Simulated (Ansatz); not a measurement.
**Ideal shear of a crystal plane in Ge**

Method: Ansatz, DFT PBEsol, scalar-relativistic, plane waves, PAW. The runs took a 420 eV cutoff, a Γ-centred 22×16×4 mesh and Gaussian smearing (0.15 eV). No spin polarisation. Energies are free energies at this smearing, counted from the undisturbed cell; pressure is positive in compression.

The undisturbed cell (relaxed at this level; this form isn't the usual structure):

```
CELL_PARAMETERS angstrom
0.00000 0.00000 -2.79332
-2.56301 -2.56301 -1.39666
-10.25205 10.25205 0.00000
ATOMIC_POSITIONS crystal
Ge 0.50000 0.50000 0.06250
Ge 0.00000 0.50000 0.81250
Ge 0.50000 0.50000 0.56250
Ge 0.00000 0.50000 0.31250
Ge 0.00000 0.00000 0.18750
Ge 0.50000 0.00000 0.93750
Ge 0.00000 0.00000 0.68750
Ge 0.50000 0.00000 0.43750
```

The cut lies on the cell's a–b face, a (-1 1 0) plane (indices in the standard cell, whose axes needn't be the Cartesian ones shown) of area 10.12 Å², between layers 1.81 Å apart. Vector c is tilted by f times 1·a + 1·b (length 5.540 Å) with the atoms' Cartesian places fixed: one unrelaxed fault a cell. The traction is dγ/du, the slope of γ against the slip u in Å. Some rows repeat others by symmetry and weren't run.

| f | γ (mJ/m²) | traction (GPa) |
| --- | --- | --- |
| 0.0000 | 0 | 0.0 |
| 0.0833 | 339 | 14.5 |
| 0.1667 | 1261 | 23.9 |
| 0.2500 | 2298 | 17.6 |
| 0.3333 | 2622 | -4.3 |
| 0.5000 | 1713 | 0.0 |
| 0.6667 | 2622 | 4.3 |
| 0.8333 | 1261 | -23.9 |

Read off the first barrier and the stress needed to climb it, and compare with Frenkel's sinusoid.

The traction changes sign between f = 0.250 and 0.333, so by linear interpolation the first maximum lies at f = 0.317, a slip of 1.76 Å, with γ ≈ 2640 mJ/m², which stands in for the unstable fault energy γ_us, and the steepest sampled slope before it is 23.9 GPa. A sinusoid γ = γ_us sin²(πu/λ) with its maximum there has λ = 3.51 Å and a largest slope πγ_us/λ = 23.6 GPa (1 mJ/m² per Å = 0.01 GPa). The stand-in is too high: the stress and forces give a traction of 44.5 GPa across the line at this point, so it is no saddle, and slip that bends off the line crosses lower.

Is there a metastable fault on this line?

The samples dip to a local minimum of 1713 mJ/m² at f = 0.500. If it survives relaxation and slip across the line, it is a planar fault that lets a dislocation split into partials, more widely the lower its energy.

The cut is rigid; relaxing the faces lowers these energies and usually the stresses.

In a metal these slopes depend on the k mesh and the smearing.

Cost: 6 runs of about 13 core-minutes in all, on AMD EPYC 9R45 (Zen 5) (shared hosts).